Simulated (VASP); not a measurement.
## CdF2 (strained fluorite): a r²SCAN single-point calculation in VASP

INCAR

```
IBRION = -1
LELF = .TRUE.
ENCUT = 520
METAGGA = R2SCAN
ISMEAR = 0
LCHARG = .TRUE.
ISIF = 2
ALGO = Normal
NELM = 120
PREC = Accurate
EDIFF = 1E-7
NSW = 0
LWAVE = .FALSE.
LASPH = .TRUE.
SIGMA = 0.01
NBANDS = 20
LREAL = .FALSE.
```

KPOINTS

```
KPOINTS created by Atomic Simulation Environment
0
Gamma
8 8 8
0 0 0
```

KPOINTS_OPT

```
special points
7
Reciprocal
0.0000000000 0.0000000000 0.0000000000 1
0.5000000000 0.0000000000 0.5000000000 1
0.6250000000 0.2500000000 0.6250000000 1
0.3750000000 0.3750000000 0.7500000000 1
0.5000000000 0.5000000000 0.5000000000 1
0.5000000000 0.2500000000 0.7500000000 1
0.0000000000 0.5000000000 0.5000000000 1
```

POSCAR

```
Cd F
 1.0000000000000000
     0.2382738233000000    2.7977426203000002    2.7977426203000002
     2.7977426203000002    0.2382738233000000    2.7977426203000002
     2.7977426203000002    2.7977426203000002    0.2382738233000000
 Cd  F
   1   2
Cartesian
  0.0000000000000000 -0.0000000000000000  0.0000000000000000
  1.4372823020626426  1.4372823020626428  1.4372823020626428
  4.3964767618373575  4.3964767618373575  4.3964767618373566
```

VASP ran with the recommended PBE PAW datasets (26 valence electrons in the cell).

Command

```
mpirun -np 1 vasp_std
```

OSZICAR

```
N       E                     dE             d eps       ncg     rms          rms(c)
DAV:   1     0.171592473411E+03    0.17159E+03   -0.15870E+04  2696   0.135E+03
DAV:   2    -0.345513889833E+02   -0.20614E+03   -0.19763E+03  2828   0.352E+02
DAV:   3    -0.429709044668E+02   -0.84195E+01   -0.83947E+01  3004   0.784E+01
DAV:   4    -0.430040008516E+02   -0.33096E-01   -0.33095E-01  2764   0.506E+00
DAV:   5    -0.430041086747E+02   -0.10782E-03   -0.10782E-03  2972   0.269E-01    0.930E+00
DAV:   6    -0.335930444561E+02    0.94111E+01   -0.37379E+00  2832   0.420E+01    0.999E+00
DAV:   7    -0.336065986155E+02   -0.13554E-01   -0.14231E+00  2808   0.104E+01    0.542E+00
DAV:   8    -0.336400471571E+02   -0.33449E-01   -0.16850E-01  2796   0.600E+00    0.183E+00
DAV:   9    -0.336309986327E+02    0.90485E-02   -0.63689E-02  2664   0.262E+00    0.207E-01
DAV:  10    -0.336323179380E+02   -0.13193E-02   -0.89505E-03  2876   0.879E-01    0.295E-01
DAV:  11    -0.336322374890E+02    0.80449E-04   -0.25635E-03  2692   0.476E-01    0.140E-01
DAV:  12    -0.336321712147E+02    0.66274E-04   -0.14860E-04  2744   0.214E-01    0.340E-02
DAV:  13    -0.336321612857E+02    0.99290E-05   -0.18985E-05  2912   0.486E-02    0.198E-02
DAV:  14    -0.336321566887E+02    0.45970E-05   -0.42220E-05  2764   0.627E-02    0.153E-02
DAV:  15    -0.336321559746E+02    0.71409E-06   -0.88248E-07  2700   0.865E-03    0.798E-03
DAV:  16    -0.336321555831E+02    0.39146E-06   -0.87098E-07  2712   0.855E-03    0.130E-03
DAV:  17    -0.336321555646E+02    0.18517E-07   -0.78680E-08  1432   0.258E-03
   1 F= -.33632156E+02 E0= -.33632156E+02  d E =-.156868E-63
       N       E                     dE             ncg
DAV:   1     0.250679093171E+04   -0.58774E+04      304
DAV:   2     0.107493349782E+04   -0.14319E+04      320
DAV:   3     0.101715909310E+04   -0.57774E+02      312
DAV:   4     0.101693592946E+04   -0.22316E+00      292
DAV:   5     0.101693527546E+04   -0.65400E-03      328
DAV:   6     0.101693527231E+04   -0.31474E-05      296
DAV:   7     0.101693527229E+04   -0.17114E-07      200
```

From OUTCAR

```
k-points           NKPTS =     65   k-points in BZ     NKDIM =     65   number of bands    NBANDS=     20

   NELECT =      26.0000    total number of electrons

   dimension x,y,z NGX =    30 NGY =   30 NGZ =   30
   dimension x,y,z NGXF=    60 NGYF=   60 NGZF=   60

  energy-cutoff  :      520.00
  volume of cell :       38.22
      direct lattice vectors                 reciprocal lattice vectors
     0.238273823  2.797742620  2.797742620    -0.203332028  0.187374044  0.187374044
     2.797742620  0.238273823  2.797742620     0.187374044 -0.203332028  0.187374044
     2.797742620  2.797742620  0.238273823     0.187374044  0.187374044 -0.203332028

 k-points in reciprocal lattice and weights: KPOINTS created by Atomic Simulation Env
   0.00000000  0.00000000  0.00000000       0.002
   0.12500000  0.00000000  0.00000000       0.012
   0.25000000  0.00000000  0.00000000       0.012
   0.37500000  0.00000000  0.00000000       0.012
   0.50000000  0.00000000  0.00000000       0.006
   0.12500000  0.12500000  0.00000000       0.012
   0.25000000  0.12500000  0.00000000       0.023
   0.37500000  0.12500000  0.00000000       0.023
   ...

 E-fermi :  -1.5472

 k-point     1 :       0.0000    0.0000    0.0000
  band No.  band energies     occupation
      1     -23.7880      2.00000
      2     -22.6850      2.00000
      3      -7.4431      2.00000
      4      -7.4431      2.00000
      5      -7.3711      2.00000
      6      -6.0608      2.00000
      7      -6.0608      2.00000
      8      -2.8729      2.00000
      9      -2.8729      2.00000
     10      -2.5804      2.00000
     11      -2.5525      2.00000
     12      -2.0002      2.00000
     13      -2.0002      2.00000
     14       2.1665      0.00000
     15      10.5543      0.00000
     16      12.9834      0.00000
     17      12.9834      0.00000
     18      16.4437      0.00000
     19      19.4755      0.00000
     20      19.4755      0.00000

 k-point     2 :       0.1250    0.0000    0.0000
  band No.  band energies     occupation
      1     -23.7358      2.00000
      2     -22.7300      2.00000
      3      -7.3730      2.00000
      4      -7.3234      2.00000
      5      -7.2358      2.00000
      6      -6.0966      2.00000
      7      -6.0872      2.00000
      8      -3.2701      2.00000
      9      -2.9230      2.00000
     10      -2.7842      2.00000
     11      -2.5694      2.00000
     12      -2.0654      2.00000
     13      -2.0426      2.00000
     14       2.7669      0.00000
     15      10.7720      0.00000
     16      12.0128      0.00000
     17      13.2061      0.00000
     18      17.5851      0.00000
     19      18.6719      0.00000
     20      19.1714      0.00000

 k-point     3 :       0.2500    0.0000    0.0000
  band No.  band energies     occupation
      1     -23.5955      2.00000
      2     -22.8499      2.00000
      3      -7.2153      2.00000
      4      -7.1442      2.00000
      5      -6.7572      2.00000
      6      -6.1556      2.00000
      7      -6.1062      2.00000
      8      -3.9633      2.00000
      9      -3.1436      2.00000
     10      -3.1284      2.00000
     11      -2.9184      2.00000
     12      -2.2134      2.00000
     13      -2.0932      2.00000
     14       4.1616      0.00000
     15      10.2094      0.00000
     16      11.9056      0.00000
     17      13.7584      0.00000
     18      17.4391      0.00000
     19      18.4474      0.00000
     20      18.7020      0.00000

 k-point     4 :       0.3750    0.0000    0.0000
  band No.  band energies     occupation
      1     -23.4098      2.00000
      2     -23.0114      2.00000
      3      -7.0977      2.00000
      4      -7.0055      2.00000
      5      -6.1599      2.00000
      6      -6.1285      2.00000
      7      -6.0203      2.00000
      8      -4.4070      2.00000
      9      -3.6940      2.00000
     10      -3.4605      2.00000
     11      -3.4511      2.00000
     12      -2.2413      2.00000
     13      -2.0906      2.00000
     14       5.7343      0.00000
     15       9.0322      0.00000
     16      12.8329      0.00000
     17      14.3217      0.00000
     18      16.5703      0.00000
     19      17.9510      0.00000
     20      18.4880      0.00000

 k-point     5 :       0.5000    0.0000    0.0000
  band No.  band energies     occupation
      1     -23.2588      2.00000
      2     -23.1514      2.00000
      3      -7.0679      2.00000
      4      -6.9692      2.00000
      5      -6.1019      2.00000
      6      -5.9362      2.00000
      7      -5.8088      2.00000
      8      -4.3928      2.00000
      9      -4.2225      2.00000
     10      -3.6612      2.00000
     11      -3.6232      2.00000
     12      -2.2419      2.00000
     13      -2.0806      2.00000
     14       6.7065      0.00000
     15       8.2718      0.00000
     16      13.3410      0.00000
     17      14.5523      0.00000
     18      16.1838      0.00000
     19      17.5741      0.00000
     20      18.4708      0.00000

 k-point     6 :       0.1250    0.1250    0.0000
  band No.  band energies     occupation
      1     -23.7226      2.00000
      2     -22.7427      2.00000
      3      -7.3571      2.00000
      4      -7.3076      2.00000
      5      -7.1844      2.00000
      6      -6.1535      2.00000
      7      -6.0513      2.00000
      8      -3.3342      2.00000
      9      -3.0217      2.00000
     10      -2.9718      2.00000
     11      -2.4613      2.00000
     12      -2.0217      2.00000
     13      -1.9909      2.00000
     14       2.8843      0.00000
     15      10.5291      0.00000
     16      12.2265      0.00000
     17      13.2584      0.00000
     18      17.3489      0.00000
     19      18.7208      0.00000
     20      19.6137      0.00000

 k-point     7 :       0.2500    0.1250    0.0000
  band No.  band energies     occupation
      1     -23.6173      2.00000
      2     -22.8319      2.00000
      3      -7.2215      2.00000
      4      -7.1523      2.00000
      5      -6.8353      2.00000
      6      -6.2502      2.00000
      7      -6.0575      2.00000
      8      -3.9484      2.00000
      9      -3.3032      2.00000
     10      -3.1922      2.00000
     11      -2.4889      2.00000
     12      -2.1766      2.00000
     13      -2.0127      2.00000
     14       3.9256      0.00000
     15      10.2215      0.00000
     16      12.0443      0.00000
     17      13.5537      0.00000
     18      16.6460      0.00000
     19      18.8939      0.00000
     20      19.7094      0.00000

 k-point     8 :       0.3750    0.1250    0.0000
  band No.  band energies     occupation
      1     -23.4544      2.00000
      2     -22.9695      2.00000
      3      -7.0720      2.00000
      4      -6.9857      2.00000
      5      -6.3443      2.00000
      6      -6.2178      2.00000
      7      -6.0389      2.00000
      8      -4.5131      2.00000
      9      -3.6673      2.00000
     10      -3.5333      2.00000
     11      -2.8783      2.00000
     12      -2.2545      2.00000
     13      -2.0495      2.00000
     14       5.3970      0.00000
     15       9.4759      0.00000
     16      12.5544      0.00000
     17      13.7303      0.00000
     18      15.9575      0.00000
     19      18.1406      0.00000
     20      19.8379      0.00000

 k-point     9 :       0.5000    0.1250   -0.0000
  band No.  band energies     occupation
      1     -23.2814      2.00000
      2     -23.1238      2.00000
      3      -7.0194      2.00000
      4      -6.8950      2.00000
      5      -6.1239      2.00000
      6      -6.0404      2.00000
      7      -5.8789      2.00000
      8      -4.7411      2.00000
      9      -4.0198      2.00000
     10      -3.7708      2.00000
     11      -3.3106      2.00000
     12      -2.2207      2.00000
     13      -2.0718      2.00000
     14       6.6800      0.00000
     15       8.6499      0.00000
     16      13.1306      0.00000
     17      13.7215      0.00000
     18      15.6611      0.00000
     19      17.4179      0.00000
     20      19.9018      0.00000

 k-point    10 :      -0.3750    0.1250   -0.0000
  band No.  band energies     occupation
      1     -23.3230      2.00000
      2     -23.0841      2.00000
      3      -7.0366      2.00000
      4      -6.8743      2.00000
      5      -6.1934      2.00000
      6      -6.0401      2.00000
      7      -5.9075      2.00000
      8      -4.7274      2.00000
      9      -3.9948      2.00000
     10      -3.5553      2.00000
     11      -3.4087      2.00000
     12      -2.2275      2.00000
     13      -2.0518      2.00000
     14       6.4383      0.00000
     15       8.8059      0.00000
     16      12.9631      0.00000
     17      13.8408      0.00000
     18      15.9856      0.00000
     19      16.9554      0.00000
     20      19.8303      0.00000

 ...

  Total        1.2284619      1.2284619      1.2284619     -0.5255432     -0.5255432     -0.5255432
  in kB       51.5020005     51.5020005     51.5020005    -22.0328599    -22.0328599    -22.0328599
  external PRESSURE =      51.5020005 kB  Pullay stress =       0.0000000 kB

 POSITION                                       TOTAL-FORCE (eV/Angst)
 -----------------------------------------------------------------------------------
      0.00000      0.00000      0.00000        -0.000000      0.000000     -0.000000
      1.43728      1.43728      1.43728        -0.032855     -0.032855     -0.032855
      4.39648      4.39648      4.39648         0.032855      0.032855      0.032855
 -----------------------------------------------------------------------------------
    total drift:                                0.000000      0.000000      0.000000

  FREE ENERGIE OF THE ION-ELECTRON SYSTEM (eV)
  ---------------------------------------------------
  free  energy   TOTEN  =       -33.6321555646 eV

  energy  without entropy=      -33.6321555646  energy(sigma->0) =      -33.63215556
```

* gap between bands v and c: 3.83 eV
* least direct gap: 4.17 eV
* pressure: 5.2 GPa
* largest force: 0.06 eV/Å

Band v is the last that the valence electrons fill when counted band by band, and c is the next.

The run took about 3.7 min on one core of a shared host (Intel Xeon Platinum 8488C) and held 0.21 GiB at most.
